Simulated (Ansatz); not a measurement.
System: TaC (rock salt type), 2 atoms in the cell.

Computed with PBE, all-electron LAPW, point nucleus in Ansatz 0.2.0 development build.

k-mesh 8×8×8 Γ-centred; Fermi–Dirac smearing of 0.1 eV; no spin polarisation; no spin–orbit coupling.

```
Ta C
1.0
     0.00000    2.24000    2.24000
     2.24000    0.00000    2.24000
     2.24000    2.24000    0.00000
Ta C
1 1
Cartesian
  0.0000 0.0000 0.0000
  2.2400 2.2400 2.2400
```

Task: Would the cell expand or shrink if it were free to relax?

Result: The pressure is -0.89 GPa, so at these settings the cell is stretched and would shrink.

The k-mesh is modest, so these values aren't fully converged in k.
